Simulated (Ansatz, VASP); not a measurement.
HfC: VASP beside Ansatz

Contents of INCAR:

```
ALGO = Normal
EDIFF = 1E-7
ENCUT = 520
ISIF = 2
ISMEAR = 0
LASPH = T
LCHARG = T
LELF = T
LREAL = F
LVHAR = T
LWAVE = F
NBANDS = 14
NELM = 100
PREC = Accurate
SIGMA = 0.05
```

The input KPOINTS:

```
k-points
0
Gamma
  6 6 6
```

POSCAR

```
HfC
1.0
    2.8414252679      0.0000000000      0.0000000000
    0.0000000000      2.8414252679      0.0000000000
    0.0000000000      0.0000000000      2.8414252679
Hf C
1 1
Direct
    0.0000000000      0.0000000000      0.0000000000
    0.5000000000      0.5000000000      0.5000000000
```

Input for Ansatz:

```yaml
crystal:
  lattice:
    - [2.8414252679, 0.0, 0.0]
    - [0.0, 2.8414252679, 0.0]
    - [0.0, 0.0, 2.8414252679]
  atoms:
    - { symbol: Hf, position: [0.0, 0.0, 0.0] }
    - { symbol: C, position: [0.5, 0.5, 0.5] }
basis:
  ecutwfc: 420
kpoints:
  mp_grid: { grid: [6, 6, 6] }
hamiltonian:
  xc: lda
scf:
  occupations: { method: gaussian, width: 0.05 }
output:
  forces: true
  stress: true
  eigenvalues: true
```

The cell comes from a database or a generator and needn't be the stable form of this composition.

Alike in both runs: task single point; functional LDA; k mesh 6 × 6 × 6; occupations gaussian, width 0.05 eV; no spin polarisation.

```csv
,VASP,Ansatz
version,VASP 6.6.1,Ansatz 0.2.0
potentials or method,"VASP PAW LDA potentials, release 64 (Hf_pv, C)","scalar-relativistic, plane waves, PAW"
plane-wave cutoff (eV),520,420
valence electrons in the cell,14,30
```

Ansatz gave:

```
gap on the k mesh at the Fermi level (eV) : none
pressure (GPa)                            : 0.0
```

**Question.** Estimate VASP's values.

**Answer.** gap on the k mesh at the Fermi level (eV): none; pressure (GPa): -0.4.

A gap of «none» marks a metal or a gap that the smearing closes. The two sets of potentials don't hold the same shells in valence.

Caveats: the k mesh is coarse (spacing up to 0.37 Å⁻¹), so the values aren't converged. The runs have no spin-orbit coupling, so splittings on Hf are missing.
